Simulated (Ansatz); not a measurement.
The system is HgTe.

```
Hg Te
1.0
     0.00000    3.18000    3.18000
     3.18000    0.00000    3.18000
     3.18000    3.18000    0.00000
Hg Te
1 1
Direct
  0.00000 0.00000 0.00000
  0.50000 0.50000 0.50000
```

Measurements of this composition are mostly on another form, of space group No. 216.

- Program: Ansatz 0.2.0
- Task: relaxation of cell and atoms
- Functional: PBEsol
- Potentials or basis: Ansatz PAW
- Cutoff: 420 eV (not typed: the program's choice for these potentials)
- k mesh: 7 × 7 × 7
- Occupations: fermi-dirac, width 0.05 eV
- Spin: no spin polarisation

At the start: volume 32.16 Å³/atom.

**Question.** Where does the relaxation end?

**Answer.** It ends after 5 steps and the volume is 27.03 Å³/atom (-15.9 %); space group Fm-3m (No. 225, to 0.05 Å).

The path:
| step | energy change (eV) | largest force (eV/Å) | volume (Å³) |
| --- | --- | --- | --- |
| 1 | 0.0000 | 0.0000 | 64.31 |
| 2 | -0.2468 | 0.0000 | 55.36 |
| 3 | -0.2516 | 0.0000 | 53.40 |
| 4 | -0.2528 | 0.0000 | 54.06 |
| 5 | -0.2510 | 0.0000 | 54.06 |

Final structure:
```xyz
2
Lattice="0.0000 3.0012 3.0012 3.0012 0.0000 3.0012 3.0012 3.0012 0.0000" Properties=species:S:1:pos:R:3 pbc="T T T"
Hg    0.0000    0.0000    0.0000
Te    3.0012    3.0012    3.0012
```

Caveat: the volume moved by over 15 % at a fixed basis, so the end points are rough; the plane-wave basis is chosen anew once the cell has moved, so the energies of steps on either side of that aren't comparable; the volume moved by -16 % from the deposited cell, more than functionals usually miss; the PAW data sets come from PBE, with cores solved anew for the run's functional, which leaves a small shift of forces and pressure.
